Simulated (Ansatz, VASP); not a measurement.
Cs in VASP and in Ansatz

INCAR

```
SYSTEM = Cs
PREC = Accurate
ENCUT = 520
EDIFF = 1E-7
ISMEAR = -1
SIGMA = 0.05
LREAL = .False.
LASPH = .True.
NELM = 60
ALGO = Normal
ISIF = 2
LWAVE = .False.
LCHARG = .False.
GGA = PE
NBANDS = 10
```

The input KPOINTS:

```
Automatic mesh
0
Gamma
  9 9 9
  0 0 0
```

POSCAR

```
Cs
1.0
   -2.4744801139      2.4744801139      2.4744801139
    2.4744801139     -2.4744801139      2.4744801139
    2.4744801139      2.4744801139     -2.4744801139
Cs
1
Direct
    0.0000000000      0.0000000000      0.0000000000
```

Input for Ansatz:

```yaml
crystal:
  lattice:
    - [-2.4744801139, 2.4744801139, 2.4744801139]
    - [2.4744801139, -2.4744801139, 2.4744801139]
    - [2.4744801139, 2.4744801139, -2.4744801139]
  atoms:
    - { symbol: Cs, position: [0.0, 0.0, 0.0] }
kpoints:
  mp_grid: { grid: [9, 9, 9] }
scf:
  occupations: { method: fermi_dirac, width: 0.05 }
hamiltonian:
  xc: pbe
  pseudopotentials: { kind: all_electron, lapw: { basis_error: 0.001 } }
output:
  forces: true
  stress: true
  eigenvalues: true
  populations: true
```

Change from the starting cell: volume scaled by 0.52, LAPW.

Alike in both runs: task single point; functional PBE; k mesh 9 × 9 × 9; occupations fermi-dirac, width 0.05 eV; no spin polarisation.

```csv
,VASP,Ansatz
version,VASP 6.6.1,Ansatz 0.2.0
potentials or method,"VASP PAW PBE potentials, release 64 (Cs_sv)","all-electron LAPW, scalar-relativistic"
plane-wave cutoff (eV),520,see its input
```

```tsv
	VASP	Ansatz	Ansatz less VASP
pressure (GPa)	3.3	3.3	0.00
```

Ansatz ran all-electron here, so the differences hold the error of VASP's frozen core and of both bases.

Spin-orbit coupling is left out, which matters for the levels of Cs.
